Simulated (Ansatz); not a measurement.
**Calculated quadrupolar parameters for Ge at a changed volume**

The cell is a COD entry, relaxed with PBE at fixed cell and then changed (volume scaled by 0.94, ions relaxed).

```
CELL_PARAMETERS angstrom
5.80895 0.00000 0.00000
0.00000 5.80895 0.00000
0.00000 0.00000 6.83751
ATOMIC_POSITIONS crystal
Ge 0.09330 0.09330 0.00000
Ge 0.40670 0.59330 0.75000
Ge 0.90670 0.90670 0.50000
Ge 0.59330 0.40670 0.25000
Ge 0.17393 0.36665 0.26831
Ge 0.13335 0.67393 0.01831
Ge 0.82607 0.63335 0.76831
Ge 0.86665 0.32607 0.51831
Ge 0.67393 0.13335 0.98169
Ge 0.63335 0.82607 0.23169
Ge 0.32607 0.86665 0.48169
Ge 0.36665 0.17393 0.73169
```

Atom numbers follow the list; atoms alike are taken as one site, whose name carries the number of the first.

Method: Kohn–Sham DFT in Ansatz, PBE, plane waves and PAW, scalar-relativistic, 420 eV cutoff, Γ-centred 8×8×7 k-points, Fermi–Dirac smearing 0.02 eV.

Conventions: |V_zz| ≥ |V_yy| ≥ |V_xx|, η = (V_xx − V_yy)/V_zz, C_Q = eQV_zz/h.

⁷³Ge: I = 9/2, Q = -196.0 mb. Nuclear quadrupole moments: year-2017 set (Pyykkö).

Q: Which values are expected at the nuclei?

A: 

| site | atoms (order as listed) | first shell | V_zz (10²¹ V/m²) | η | C_Q (MHz) |
| --- | --- | --- | --- | --- | --- |
| Ge1 | 1, 2, 3, 4 | 4 Ge at 2.45–2.47 Å | 4.10 | 0.94 | -19.4 |
| Ge5 | 5, 6, 7, 8, 9, 10, … | 4 Ge at 2.45–2.48 Å | 6.49 | 0.89 | -30.8 |

At this changed cell the PBE pressure is 8 GPa. Where η is near 1 the sign of V_zz means little.

The relaxation (3 steps) took 56 s of wall time (3.6 min of CPU time) and 1.7 GiB at its peak, on 4 threads of Intel Xeon 6975P-C (Granite Rapids) (x86_64; 16 cores open to the job, memory cap 8.0 GiB, no GPU), a shared host with a load of 0.6 a core.
